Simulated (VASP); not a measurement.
W: equation of state with PBE+D3(BJ)

Crystal: W.

```xyz
1
Lattice="-1.5811 1.5811 1.5811 1.5811 -1.5811 1.5811 1.5811 1.5811 -1.5811" Properties=species:S:1:pos:R:3 pbc="T T T"
W     0.0000    0.0000    0.0000
```

```
Program                : VASP 6.6.1
Task                   : equation of state
Functional             : PBE
Dispersion             : D3(BJ)
Potentials or basis    : VASP PAW PBE potentials, release 64 (W_sv)
Cutoff                 : 520 eV
k mesh                 : 10 × 10 × 10
Occupations            : fermi-dirac, width 0.05 eV
Spin                   : no spin polarisation
Ladder                 : gaps
Further INCAR settings : ALGO = Fast; EDIFF = 1e-07
```

The equilibrium volume is 15.81 Å³/atom. The bulk modulus is 324 GPa and the pressure derivative of the bulk modulus is 4.4 (rough: it moves with the points fitted).

Energy against volume, from the lowest point:
| volume (Å³/atom) | energy (meV/atom) |
| --- | --- |
| 15.178 | 27.70 |
| 15.494 | 6.70 |
| 15.811 | 0.00 |
| 16.127 | 6.12 |
| 16.443 | 23.75 |

All runs of the series together: 47 s on 1 thread of AMD EPYC 7R13 Processor (Zen 3) (shared host).

The run has no spin-orbit coupling, so splittings on W are missing.
